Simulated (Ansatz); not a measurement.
Runs of Ansatz 0.2.0 on ZnSe (Stilleite). It takes space group F-43m (No. 216, cubic). The conventional cell has a = 5.668 Å, b = 5.668 Å, c = 5.668 Å, α = 90.00°, β = 90.00°, γ = 90.00°. Se (site symmetry -43m) is surrounded by 4 Zn at 2.45 Å. Zn (site symmetry -43m) has 4 Se at 2.45 Å as nearest neighbours. 

```csv
cell,gap on the mesh (eV),pressure (GPa)
relaxed to 5 GPa,(a),5.0
relaxed to 20 GPa,2.08,20.0
relaxed to 10 GPa,1.73,10.0
relaxed to 30 GPa,2.08,30.0
relaxed,1.24,0.0
```

Alike in all rows: task relaxation of cell and atoms; level PBEsol; potentials or basis all-electron LAPW, scalar-relativistic; no spin polarisation; k mesh 8 × 8 × 8; smearing fermi-dirac 0.05 eV; basis error allowed 0.001 eV/atom.

Problem. Estimate the missing entries.

Solution. (a) 1.51.

A k mesh can miss the band edges, and the runs leave out spin-orbit coupling on Se.
